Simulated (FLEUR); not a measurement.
# Pb (Fm-3m) in FLEUR: notebook, part 2 of 2

FLEUR MaX-R8.1 (later development tree). Earlier steps stand in the parts before.

## 4. Equation of state, PBE, 29.11 Å³/atom (volume scaled by 0.96)

inp.xml

```xml
<?xml version="1.0" encoding="UTF-8" standalone="no"?>
<fleurInput fleurInputVersion="0.39">
   <comment>
      Pb                                                                                                  
   </comment>
   <calculationSetup>
      <cutoffs Kmax="4.5" Gmax="22.5" GmaxXC="22.5" numbands="0"/>
      <scfLoop itmax="60" minDistance="0.00001" maxIterBroyd="15" imix="Anderson" alpha="0.05" precondParam="0.0" spinf="2.0" sdNocoIR="T"/>
      <coreElectrons ctail="T" frcor="F" kcrel="0" coretail_lmax="0"/>
      <xcFunctional name="pbe" relativisticCorrections="F"/>
      <magnetism jspins="1"/>
      <soc l_soc="F" theta="0.0" phi="0.0" spav="F"/>
      <expertModes spex="0" secvar="F"/>
      <geometryOptimization l_f="F" forcealpha="1.0" forcemix="BFGS" epsdisp="0.00001" epsforce="0.00001"/>
      <ldaU l_linMix="F" mixParam="0.05" spinf="1.0"/>
   </calculationSetup>
   <cell>
      <bzIntegration valenceElectrons="20.0" mode="hist" fermiSmearingEnergy="0.00183747">
         <kPointListSelection listName="default-1"/>
         <!-- k-points included here -->
         <xi:include xmlns:xi="http://www.w3.org/2001/XInclude" href="kpts.xml"> </xi:include>
      </bzIntegration>
      <!-- symmetry operations included here -->
      <xi:include xmlns:xi="http://www.w3.org/2001/XInclude" href="sym.xml"> </xi:include>
      <bulkLattice scale="0.9864848297">
         <bravaisMatrix>
            <row-1>    0.0000000000000000     4.6771099529074922     4.6771099529074922</row-1>
            <row-2>    4.6771099529074922     0.0000000000000000     4.6771099529074922</row-2>
            <row-3>    4.6771099529074922     4.6771099529074922     0.0000000000000000</row-3>
         </bravaisMatrix>
      </bulkLattice>
   </cell>
   <atomSpecies>
      <species name="Lead (Pb)" element="Pb" atomicNumber="82">
         <mtSphere radius="2.66" gridPoints="879" logIncrement="0.015"/>
         <atomicCutoffs lmax="10" lnonsphr="8"/>
         <electronConfig flipSpins="F">
            <coreConfig>(1s1/2) (2s1/2) (2p1/2) (2p3/2) (3s1/2) (3p1/2) (3p3/2) (4s1/2) (3d3/2) (3d5/2) (4p1/2) (4p3/2) (4d3/2) (4d5/2) (4f5/2) (4f7/2) (5s1/2)</coreConfig>
            <valenceConfig>(5p1/2) (5p3/2) (6s1/2) (5d3/2) (5d5/2) (6p1/2) (6p3/2)</valenceConfig>
            <stateOccupation state="(6p1/2)" spinUp="0.333333" spinDown="0.333333"/>
            <stateOccupation state="(6p3/2)" spinUp="0.666667" spinDown="0.666667"/>
         </electronConfig>
         <energyParameters s="6" p="6" d="5" f="5"/>
         <lo type="SCLO" l="1" n="5" eDeriv="0"/>
         <lo type="SCLO" l="1" n="5" eDeriv="1"/>
         <lo type="SCLO" l="0" n="6" eDeriv="2"/>
         <lo type="SCLO" l="2" n="5" eDeriv="2"/>
         <lo type="SCLO" l="3" n="5" eDeriv="2"/>
      </species>
   </atomSpecies>
   <atomGroups>
      <atomGroup species="Lead (Pb)">
         <relPos label="                   1">.0000000000 .0000000000 .0000000000</relPos>
         <force calculate="T" relaxXYZ="TTT"/>
      </atomGroup>
   </atomGroups>
   <output dos="F" band="F" slice="F">
      <checks vchk="F" cdinf="F"/>
      <bandDOS minEnergy="-.5*Htr" maxEnergy="0.5*Htr" sigma="0.015" storeEVData="T"/>
      <vacuumDOS vacdos="F" integ="F" star="F" nstars="0" locx1="0.0" locy1="0.0" locx2="0.0" locy2="0.0" nstm="0" tworkf="0.0"/>
      <unfoldingBand unfoldBand="F" supercellX="1" supercellY="1" supercellZ="1"/>
      <plotting iplot="0" polar="F">
         <plot TwoD="T" vec1="  1.0  0.0  0.0" vec2="  0.0  1.0  0.0" vec3="  0.0  0.0  1.0" zero="  0.0  0.0  0.0" file="plot"/>
      </plotting>
      <chargeDensitySlicing numkpt="0" minEigenval="0.0" maxEigenval="0.0" nnne="0" pallst="F"/>
      <specialOutput eonly="F"/>
      <moessbauerParams electricFieldGradient="T" isomerShift="T" coreHyperfine="T" valenceHyperfine="T"/>
      <magneticCircularDichroism mcd="F" energyLo="-10.0" energyUp="0.0"/>
   </output>
  <!-- We include the file relax.xml here to enable relaxations (see documentation) -->
  <xi:include xmlns:xi="http://www.w3.org/2001/XInclude" href="relax.xml"> <xi:fallback/> </xi:include>
</fleurInput>
```

The run is started by

```console
inpgen -f crystal.txt -profile moderate
# inp.xml edited to the form shown
fleur_MPI
```

Wall time 18 s (1 thread of Arm Neoverse V2, shared host); peak memory 0.08 GiB.

It converged, with:

```yaml
Free_energy: -569487.3910 eV
Band_gap_on_the_k_mesh: none (metal or under the smearing width)
Valence_electrons_inside_the_program's_atomic_spheres: Pb 18.05 (radii Pb 2.66 bohr)
```

## 5. Equation of state, PBE, 30.32 Å³/atom

inp.xml: that of step 4 with these lines changed.

```diff
@@ -24,3 +24,3 @@
       <xi:include xmlns:xi="http://www.w3.org/2001/XInclude" href="sym.xml"> </xi:include>
-      <bulkLattice scale="0.9864848297">
+      <bulkLattice scale="1.0000000000">
          <bravaisMatrix>
```

The run is started by

```console
inpgen -f crystal.txt -profile moderate
# inp.xml edited to the form shown
fleur_MPI
```

Wall time 19 s (1 thread of Arm Neoverse V2, shared host); peak memory 0.08 GiB.

Results (log left out):

```yaml
Free_energy: -569487.4171 eV
Band_gap_on_the_k_mesh: none (metal or under the smearing width)
Valence_electrons_inside_the_program's_atomic_spheres: Pb 18.02 (radii Pb 2.66 bohr)
```

## 6. Equation of state, PBE, 31.54 Å³/atom (volume scaled by 1.04)

inp.xml: that of step 5 with these lines changed.

```diff
@@ -24,3 +24,3 @@
       <xi:include xmlns:xi="http://www.w3.org/2001/XInclude" href="sym.xml"> </xi:include>
-      <bulkLattice scale="1.0000000000">
+      <bulkLattice scale="1.0131594038">
          <bravaisMatrix>
```

Potentials or basis: all-electron, FLAPW.

The run is started by

```console
inpgen -f crystal.txt -profile moderate
# inp.xml edited to the form shown
fleur_MPI
```

It took 22 s on 1 thread of Arm Neoverse V2, shared host; peak memory 0.08 GiB.

Results (log left out):

- Free energy: -569487.4273 eV
- Band gap on the k mesh: none (metal or under the smearing width)
- Valence electrons inside the program's atomic spheres: Pb 18.00 (radii Pb 2.66 bohr)

## 7. Equation of state, PBE, 32.14 Å³/atom (volume scaled by 1.06)

inp.xml: that of step 6 with these lines changed.

```diff
@@ -24,3 +24,3 @@
       <xi:include xmlns:xi="http://www.w3.org/2001/XInclude" href="sym.xml"> </xi:include>
-      <bulkLattice scale="1.0131594038">
+      <bulkLattice scale="1.0196128224">
          <bravaisMatrix>
```

The run is started by

```console
inpgen -f crystal.txt -profile moderate
# inp.xml edited to the form shown
fleur_MPI
```

Run time: 22 s. Hardware: 1 thread of Arm Neoverse V2, shared host; peak memory 0.09 GiB.

Results (log left out):

```
Free energy                                           : -569487.4275 eV
Band gap on the k mesh                                : none (metal or under the smearing width)
Valence electrons inside the program's atomic spheres : Pb 17.99 (radii Pb 2.66 bohr)
```

## 8. Equation of state, PBE

Potentials or basis: all-electron, FLAPW.

This step only gathers the single runs of the series.

Results:

```yaml
Equilibrium_volume: 31.88 Å³/atom
Bulk_modulus: 41 GPa
Pressure_derivative_of_the_bulk_modulus: "5.0 (rough: it moves with the points fitted)"
```

Energy against volume, from the lowest point:
| volume (Å³/atom) | energy (meV/atom) |
| --- | --- |
| 28.503 | 56.70 |
| 29.110 | 36.50 |
| 30.323 | 10.48 |
| 31.535 | 0.21 |
| 32.142 | 0.00 |

Spin-orbit coupling is left out, which matters for the levels of Pb.

## 9. Against experiment

Step 8. The cell as given is a measured one (30.32 Å³/atom); PBE puts the equilibrium volume +5.1 % from it, thermal expansion not counted.
